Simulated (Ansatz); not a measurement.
# AlNi (Pm-3m) in Ansatz: a series of runs

The runs below take AlNi through single point, with PBEsol.

All numbers are computed with Ansatz 0.2.0; they aren't measurements. Logs are shortened: lines on timing, memory, paths and dates and some standing lists are left out, and cuts for length are marked.

## Step 1: Starting point

The structure is cubic, space group Pm-3m (No. 221). Conventional cell: a = 2.881 Å, b = 2.881 Å, c = 2.881 Å, α = 90.00°, β = 90.00°, γ = 90.00°. Around Ni (site symmetry m-3m) lie 8 Al at 2.50 Å. Al (site symmetry m-3m) has 8 Ni at 2.50 Å as nearest neighbours.

## Step 2: Single point, PBEsol

File input.yaml:

```yaml
crystal:
  lattice:
    - [2.881, 0.0, 0.0]
    - [0.0, 2.881, 0.0]
    - [0.0, 0.0, 2.881]
  atoms:
    - { symbol: Ni, position: [0.5, 0.5, 0.5] }
    - { symbol: Al, position: [0.0, 0.0, 0.0] }
hamiltonian:
  xc: pbesol
  pseudopotentials: { kind: paw }
kpoints:
  mp_grid: { grid: [9, 9, 9] }
scf:
  occupations: { method: fermi_dirac, width: 0.05 }
output:
  forces: true
  stress: true
  eigenvalues: true
  write_density: true
  write_potential: true
  elf: true
  volumetric_format: npy
```

Potentials or basis: Ansatz PAW.

Run with:

```bash
$ ansatz run input.yaml --threads 2 --pin off --max-ram 5632MiB --backend cpu --events-out ev --progress --plain --runs-dir out
```

Log:

```text
Warning: RAYON_NUM_THREADS=2 ignored (pool sized by the plan → 2); use --threads N
Engine: ansatz 0.2.0, aarch64-unknown-linux-gnu
Pseudopotentials: kind: paw
Pseudopotential: Ni, paw, valence charge 18, recommended cutoff 420 eV (normal), Ni.paw.azcp
Pseudopotential: Al, paw, valence charge 3, recommended cutoff 420 eV (normal), Al.paw.azcp
Functional definition: PBEsol
  exchange = pbesol_x
  correlation = pbesol_c
Crystal: 2 atoms, lattice volume = 23.913 Å³
Basis set: ecut = 420 eV, 461 PW (Γ), exchange–correlation on 40×40×40 points (8 copies of the dense FFT grid, shifted against one another)
Bands: 15, of which v1, the nominal top of the filled ones, is band 11 counted from 1 (10 counted from 0)
Symmetry: 48 space group operations
Space group: Pm-3m (ITA 221), of the structure as read, at distance tolerance 2.9e-5 Å
k-points: 35 of 729
Non-local potential: Ni, projectors of the file, l = 0: 3, l = 1: 2, l = 2: 3, l = 3: 1
Non-local potential: Al, projectors of the file, l = 0: 2, l = 1: 2, l = 2: 1
PAW form: soft (Blöchl's): semilocal exchange-correlation on the pseudo side does not see the compensation charge
PAW frozen core: Ni, regenerated for the run's functional, and the local potential with it (the file was generated under x = pbe(κ = 0.804, μ = 0.2195149727645171), c = pbe(β = 0.06672455060314922))
PAW frozen core: Al, regenerated for the run's functional, and the local potential with it (the file was generated under x = pbe(κ = 0.804, μ = 0.2195149727645171), c = pbe(β = 0.06672455060314922))
PAW one-centre angular grid: Ni, 590 points (default); XC on 64 Gauss nodes
PAW one-centre angular grid: Al, 110 points (default); XC on 64 Gauss nodes
Initial density: superposition of atomic densities (neutral atoms: chi_scale 0, normalization atom), corrected by the library's trained network
Initial wavefunctions: pseudopotential atomic-orbital guess
Functional: x = pbesol(κ = 0.804, μ = 0.12345679012345678), c = pbesol(β = 0.046)
SCF iter   1: F=—  HF=-6330.865948 eV  |F-HF|=—  |Δ(HF+E_count)|=         —  Δρ=1.99e-2  dr2=5.53e-2  ethr=1.77e-3  ⟨swp⟩=4.9  Hψ=2428  notcnv=0
preconditioner: auto → none  [insulator: Δε(μ)=0.114 eV  Ē_g=9.595 eV  σ=0.050 eV  W_gap=0.51  n_scr=6 (ndim 8)  ℏωp=27.4 eV  f_vac=0.000  D(μ)=0.79/eV (n_scr^D=6)  ε∞_Penn≈9.1]
SCF iter   2: F=—  HF=-6330.858567 eV  |F-HF|=—  |Δ(HF+E_count)|=   7.38e-3  Δρ=3.10e-3  dr2=1.78e-3  ethr=2.63e-4  ⟨swp⟩=2.0  Hψ=952  notcnv=0  defer=9
SCF iter   3: F=—  HF=-6330.858397 eV  |F-HF|=—  |Δ(HF+E_count)|=   1.70e-4  Δρ=9.94e-4  dr2=1.83e-4  ethr=8.48e-6  ⟨swp⟩=1.0  Hψ=516  notcnv=0  defer=9
SCF iter   4: F=—  HF=-6330.858383 eV  |F-HF|=—  |Δ(HF+E_count)|=   1.45e-5  Δρ=3.46e-5  dr2=7.66e-8  ethr=8.69e-7  ⟨swp⟩=1.1  Hψ=524  notcnv=0  defer=9
SCF iter   5: F=—  HF=-6330.858378 eV  |F-HF|=—  |Δ(HF+E_count)|=   4.35e-6  Δρ=1.18e-5  dr2=3.91e-8  ethr=3.65e-10  ⟨swp⟩=2.1  Hψ=888  notcnv=0  defer=9
SCF iter   6: F=-6330.858378 eV  HF=-6330.858378 eV  |F-HF|=5.81e-10  |Δ(HF+E_count)|=   7.41e-9  Δρ=1.52e-6  dr2=7.83e-10  ethr=1.86e-10  ⟨swp⟩=6.1  Hψ=2772  notcnv=0
SCF 1 converged in 6 iterations: F = -6330.858378 eV  dr2 = 7.83e-10
SCF converged after 6 iterations
Free energy (F): -6330.858378 eV
Harris-Foulkes:  -6330.858378 eV  (|F-HF|=5.81e-10)
Internal energy: -6330.851806 eV  (E = F + TS)
E sigma→0 (E₀):  -6330.855092 eV
Entropy (-TS):   -0.006572 eV (-3.286 meV/atom)
Fermi energy:    13.855109 eV
--- Per-component energies (eV) ---
  E_band       = -337.703603
  E_kinetic    = 311.320695
  E_local      = -4446.053351  (includes V_loc(G=0)·N_el)
  E_nonlocal   = 648.633831
  E_hartree    = 1910.962679
  E_xc         = -125.562407
  E_vxc        = -140.695025  (∫ρ·V_xc dr)
  E_paw        = -2052.755769  (= ΣΔE_a)
  E_vpaw       = -532.837523  (= ΣTr[D̂ρ^β])
  E_aug_tail   = 0.000465  (compensation charges beyond the density's cutoff)
  E_ewald      = -2577.614375
  E_core_change = 0.216428  (= ΣΔE_core)
  E_smearing   = -0.006572  (= −TS)
  E_closure    = -0.000000  (closes the sum)
  Σ components = -6330.858378   (vs F -6330.858378, Δ=0.00e0)
--- Forces (eV/Å), atoms counted from 1 ---
  atom   1  Ni     0.00000000     0.00000000     0.00000000
  atom   2  Al    -0.00000000     0.00000000     0.00000000
  max |Σ_I F_I| component: 5.09e-30 eV/Å
--- Stress (GPa, compression-positive) ---
       -3.352692       0.000000       0.000000
        0.000000      -3.352692       0.000000
        0.000000       0.000000      -3.352692
  P = ⅓ Tr σ = -3.3527 GPa (-33.527 kbar)
--- Band table (eV; the first three rows and the last of 35) ---
  k-point 0: bands = ["-89.1643", "-49.7116", "-49.7116", "-49.7116", "2.6944", "10.5957", "10.5957", "12.3070", "12.3070", "12.3070", "19.3211", "19.3211", "19.3211", "21.9633", "21.9633"]
  k-point 1: bands = ["-89.1641", "-49.7144", "-49.7114", "-49.7114", "2.9216", "10.5721", "10.6484", "12.2106", "12.2106", "12.3174", "17.4728", "19.6184", "19.6184", "21.9753", "23.5540"]
  k-point 2: bands = ["-89.1637", "-49.7213", "-49.7109", "-49.7109", "3.5949", "10.3450", "10.7853", "11.9850", "11.9850", "12.3439", "15.1348", "20.4501", "20.4501", "22.0092", "25.1458"]
  k-point 34: bands = ["-89.1601", "-49.7301", "-49.7301", "-49.7301", "9.5726", "9.8079", "9.8079", "12.7223", "12.7223", "14.5584", "15.7721", "15.7721", "17.4622", "18.7188", "18.7188"]
```

v_z.tsv:

```text
# z_ang	v_es[eV]	v_tot[eV]
# format = ansatz-planar-average/11
# xc	pbesol
# density_cutoff_ev	1680
# datasets	Ni=:simpson_from_first_knot:soft:shift=-1124341	Al=:simpson_from_first_knot:soft:shift=-732380
# lattice	2.881000000	0.000000000	0.000000000
# lattice	0.000000000	2.881000000	0.000000000
# lattice	0.000000000	0.000000000	2.881000000
# sites	2
# site	28	1.440500000	1.440500000	1.440500000
# site	13	0.000000000	0.000000000	0.000000000
0.000000	8.136949e0	-3.160525e0
0.144050	8.098832e0	-3.156212e0
0.288100	7.996262e0	-3.130553e0
0.432150	7.926188e0	-3.033481e0
0.576200	7.824671e0	-3.097543e0
0.720250	7.279245e0	-3.965321e0
[... 12 lines left out ...]
2.592900	7.996262e0	-3.130553e0
2.736950	8.098832e0	-3.156212e0
```

Wall time 0.79 s (2 threads of Arm Neoverse V1, shared host); peak memory 0.28 GiB.

Results:

* Free energy: -6330.8584 eV
* Pressure: -3.4 GPa
* Band gap on the k mesh: none (metal or under the smearing width)

Caveat: the PAW data sets come from PBE, with cores solved anew for the run's functional, which leaves a small shift of forces and pressure.

## Step 3: Single point, PBEsol, collinear spin, ferromagnetic start

input.yaml: that of step 2 with these lines changed.

```diff
@@ -6,3 +6,3 @@
   atoms:
-    - { symbol: Ni, position: [0.5, 0.5, 0.5] }
+    - { symbol: Ni, position: [0.5, 0.5, 0.5], spin: 1.0 }
     - { symbol: Al, position: [0.0, 0.0, 0.0] }
@@ -11,2 +11,4 @@
   pseudopotentials: { kind: paw }
+magnetization:
+  spin_polarized: true
 kpoints:
```

Potentials or basis: Ansatz PAW.

Run with:

```bash
$ ansatz run input.yaml --threads 2 --pin off --max-ram 5632MiB --backend cpu --events-out ev --progress --plain --runs-dir out
```

Log:

```text
Warning: RAYON_NUM_THREADS=2 ignored (pool sized by the plan → 2); use --threads N
[... 7 set-up lines as earlier in the session ...]
Crystal: 2 atoms, lattice volume = 23.913 Å³
Basis set: ecut = 420 eV, 461 PW (Γ), exchange–correlation on 40×40×40 points (8 copies of the dense FFT grid, shifted against one another)
Bands: 15, of which v1, the nominal top of the filled ones, is band 11 counted from 1 (10 counted from 0)
[... 2 set-up lines as earlier in the session ...]
Magnetic group: BNS 221.92 (UNI 1594), of the structure as read, at distance tolerance 2.9e-5 Å
k-points: 35 of 729
[... 1 set-up line as earlier in the session ...]
[... 46 lines left out ...]
  E_vpaw       = -532.837610  (= ΣTr[D̂ρ^β])
  E_aug_tail   = 0.000465  (compensation charges beyond the density's cutoff)
  E_ewald      = -2577.614375
  E_core_change = 0.216428  (= ΣΔE_core)
  E_smearing   = -0.006572  (= −TS)
  E_closure    = -0.000000  (closes the sum)
  Σ components = -6330.858378   (vs F -6330.858378, Δ=0.00e0)
--- Forces (eV/Å), atoms counted from 1 ---
  atom   1  Ni     0.00000000    -0.00000000    -0.00000000
  atom   2  Al    -0.00000000     0.00000000    -0.00000000
  max |Σ_I F_I| component: 1.66e-29 eV/Å
--- Stress (GPa, compression-positive) ---
       -3.352482       0.000000       0.000000
        0.000000      -3.352482       0.000000
       -0.000000       0.000000      -3.352482
  P = ⅓ Tr σ = -3.3525 GPa (-33.525 kbar)
--- Band table (eV; the first three rows and the last of 70) ---
  k-point 0 ↑: bands = ["-89.1643", "-49.7117", "-49.7117", "-49.7117", "2.6944", "10.5956", "10.5956", "12.3069", "12.3069", "12.3069", "19.3211", "19.3211", "19.3211", "21.9633", "21.9633"]
  k-point 1 ↑: bands = ["-89.1641", "-49.7144", "-49.7115", "-49.7115", "2.9216", "10.5720", "10.6483", "12.2106", "12.2106", "12.3173", "17.4728", "19.6184", "19.6184", "21.9753", "23.5540"]
  k-point 2 ↑: bands = ["-89.1637", "-49.7213", "-49.7110", "-49.7110", "3.5949", "10.3450", "10.7853", "11.9850", "11.9850", "12.3438", "15.1348", "20.4501", "20.4501", "22.0092", "25.1458"]
  k-point 34 ↓: bands = ["-89.1602", "-49.7301", "-49.7301", "-49.7301", "9.5726", "9.8079", "9.8079", "12.7223", "12.7223", "14.5584", "15.7721", "15.7721", "17.4622", "18.7188", "18.7188"]
```

v_z.tsv:

```text
# z_ang	v_es[eV]	v_tot_up[eV]	v_tot_dn[eV]
# format = ansatz-planar-average/11
# xc	pbesol
# density_cutoff_ev	1680
# datasets	Ni=:simpson_from_first_knot:soft:shift=-1124341	Al=:simpson_from_first_knot:soft:shift=-732380
# lattice	2.881000000	0.000000000	0.000000000
# lattice	0.000000000	2.881000000	0.000000000
# lattice	0.000000000	0.000000000	2.881000000
# sites	2
# site	28	1.440500000	1.440500000	1.440500000
# site	13	0.000000000	0.000000000	0.000000000
0.000000	8.136970e0	-3.160510e0	-3.160509e0
0.144050	8.098851e0	-3.156198e0	-3.156197e0
0.288100	7.996278e0	-3.130541e0	-3.130540e0
0.432150	7.926201e0	-3.033473e0	-3.033473e0
0.576200	7.824678e0	-3.097538e0	-3.097539e0
0.720250	7.279246e0	-3.965323e0	-3.965324e0
[... 12 lines left out ...]
2.592900	7.996278e0	-3.130541e0	-3.130540e0
2.736950	8.098851e0	-3.156198e0	-3.156197e0
```

It took 1.8 s on 2 threads of Arm Neoverse V1, shared host; peak memory 0.29 GiB.

What came out:

- Free energy: -6330.8584 eV
- Pressure: -3.4 GPa
- Band gap on the k mesh: none (metal or under the smearing width)
- Net moment: 0.00 μB per cell
- Absolute moment: 0.00 μB per cell

Levels at points of the mesh, in eV from the Fermi level:
Spin up:
| k point | band 6 | band 7 | band 8 | band 9 | band 10 | band 11 | band 12 | band 13 | band 14 | band 15 |
| --- | --- | --- | --- | --- | --- | --- | --- | --- | --- | --- |
| (0.00, 0.00, 0.00) | -3.26 | -3.26 | -1.55 | -1.55 | -1.55 | 5.47 | 5.47 | 5.47 | 8.11 | 8.11 |
Spin down:
| k point | band 8 | band 9 | band 10 | band 11 | band 12 | band 13 |
| --- | --- | --- | --- | --- | --- | --- |
| (0.00, 0.00, 0.00) | -1.55 | -1.55 | -1.55 | 5.47 | 5.47 | 5.47 |

Caveat: the PAW data sets come from PBE, with cores solved anew for the run's functional, which leaves a small shift of forces and pressure; the starting moments weren't kept.

## Step 4: Single point, PBEsol, collinear spin, random start

input.yaml: that of step 3 with these lines changed.

```diff
@@ -6,3 +6,3 @@
   atoms:
-    - { symbol: Ni, position: [0.5, 0.5, 0.5], spin: 1.0 }
+    - { symbol: Ni, position: [0.5, 0.5, 0.5], spin: 0.9 }
     - { symbol: Al, position: [0.0, 0.0, 0.0] }
```

Run with:

```bash
$ ansatz run input.yaml --threads 2 --pin off --max-ram 5632MiB --backend cpu --events-out ev --progress --plain --runs-dir out
```

It took 1.9 s on 2 threads of Arm Neoverse V1, shared host; peak memory 0.29 GiB.

Results (log left out):

| Item | Value |
| --- | --- |
| Free energy | -6330.8584 eV |
| Pressure | -3.4 GPa |
| Band gap on the k mesh | none (metal or under the smearing width) |
| Net moment | 0.00 μB per cell |
| Absolute moment | 0.00 μB per cell |

Levels at points of the mesh, in eV from the Fermi level:
Spin up:
| k point | band 8 | band 9 | band 10 | band 11 | band 12 | band 13 |
| --- | --- | --- | --- | --- | --- | --- |
| (0.00, 0.00, 0.00) | -1.55 | -1.55 | -1.55 | 5.47 | 5.47 | 5.47 |
Spin down:
| k point | band 7 | band 8 | band 9 | band 10 | band 11 | band 12 | band 13 | band 14 |
| --- | --- | --- | --- | --- | --- | --- | --- | --- |
| (0.00, 0.00, 0.00) | -3.26 | -1.55 | -1.55 | -1.55 | 5.47 | 5.47 | 5.47 | 8.11 |

Caveat: the PAW data sets come from PBE, with cores solved anew for the run's functional, which leaves a small shift of forces and pressure; the starting moments weren't kept.

## Step 5: Single point, PBEsol, collinear spin, ferromagnetic start

input.yaml: that of step 4 with these lines changed.

```diff
@@ -6,3 +6,3 @@
   atoms:
-    - { symbol: Ni, position: [0.5, 0.5, 0.5], spin: 0.9 }
+    - { symbol: Ni, position: [0.5, 0.5, 0.5], spin: 2.5 }
     - { symbol: Al, position: [0.0, 0.0, 0.0] }
@@ -21,5 +21 @@
   eigenvalues: true
-  write_density: true
-  write_potential: true
-  elf: true
-  volumetric_format: npy
```

Run with:

```bash
$ ansatz run input.yaml --threads 2 --pin off --max-ram 5632MiB --backend cpu --events-out ev --progress --plain --runs-dir out
```

Run time: 1.6 s. Hardware: 2 threads of Arm Neoverse V1, shared host; peak memory 0.29 GiB.

The run converged. Its results:

```yaml
Free_energy: -6330.8584 eV
Pressure: -3.4 GPa
Band_gap_on_the_k_mesh: none (metal or under the smearing width)
Net_moment: 0.00 μB per cell
Absolute_moment: 0.00 μB per cell
```

Levels at points of the mesh, in eV from the Fermi level:
Spin up:
```csv
k point,band 6,band 7,band 8,band 9,band 10,band 11,band 12,band 13,band 14,band 15
"(0.00, 0.00, 0.00)",-3.26,-3.26,-1.55,-1.55,-1.55,5.47,5.47,5.47,8.11,8.11
```
Spin down:
```
           k point  band 6  band 7  band 8  band 9  band 10  band 11  band 12  band 13  band 14  band 15
(0.00, 0.00, 0.00)   -3.26   -3.26   -1.55   -1.55    -1.55     5.47     5.47     5.47     8.11     8.11
```

Caveat: the starting moments collapsed, and a magnetic state may lie lower; the PAW data sets come from PBE, with cores solved anew for the run's functional, which leaves a small shift of forces and pressure; the starting moments weren't kept.

## Step 6: Single point, PBEsol, collinear spin, program default start

File input.yaml:

```yaml
crystal:
  lattice:
    - [2.881, 0.0, 0.0]
    - [0.0, 2.881, 0.0]
    - [0.0, 0.0, 2.881]
  atoms:
    - { symbol: Ni, position: [0.5, 0.5, 0.5] }
    - { symbol: Al, position: [0.0, 0.0, 0.0] }
hamiltonian:
  xc: pbesol
  pseudopotentials: { kind: paw }
magnetization:
  spin_polarized: true
  initial_magnetization: 0.0
  spin_locking: { lock_magnetization: hard }
kpoints:
  mp_grid: { grid: [8, 8, 8] }
scf:
  occupations: { method: fermi_dirac, width: 0.05 }
  lower_state_search: "off"
output:
  forces: true
  stress: true
  eigenvalues: true
  write_density: true
  write_potential: true
  elf: true
  volumetric_format: npy
```

Potentials or basis: Ansatz PAW.

Run with:

```bash
$ ansatz run input.yaml --threads 2 --pin off --max-ram 5632MiB --backend cpu --events-out ev --progress --plain --runs-dir out
```

It took 1.1 s on 2 threads of Arm Neoverse V1, shared host; peak memory 0.28 GiB.

Results (log left out):

```
Free energy     : -6330.8578 eV
Pressure        : -3.1 GPa
Net moment      : 0.00 μB per cell
Absolute moment : 0.00 μB per cell
```

Caveat: the total moment is fixed, so each spin has its own Fermi level; the PAW data sets come from PBE, with cores solved anew for the run's functional, which leaves a small shift of forces and pressure; the thresholds are loose for stress.

## Step 7: Overview

| spin | fixed moment (μB) | k mesh | gap on the mesh (eV) | pressure (GPa) | moment (μB) |
| --- | --- | --- | --- | --- | --- |
| off | - | 9 × 9 × 9 | none | -3.4 | - |
| collinear, ferromagnetic start | - | 9 × 9 × 9 | none | -3.4 | 0.00 |
| collinear, random start | - | 9 × 9 × 9 | none | -3.4 | 0.00 |
| collinear, program default start | 0.0 | 8 × 8 × 8 | - | -3.1 | 0.00 |

Alike in all rows: task single point; level PBEsol; potentials or basis Ansatz PAW; cell as given; cutoff (eV) 420; smearing fermi-dirac 0.05 eV.

Every run on the cell as given and a fine mesh finds a metal.

Caveats: the PAW data sets come from PBE, with cores solved anew for the run's functional, which leaves a small shift of forces and pressure; the starting moments weren't kept (some runs); the total moment is fixed, so each spin has its own Fermi level (some runs); the thresholds are loose for stress (some runs).

Absolute energies hang on the potentials; compare differences alone.
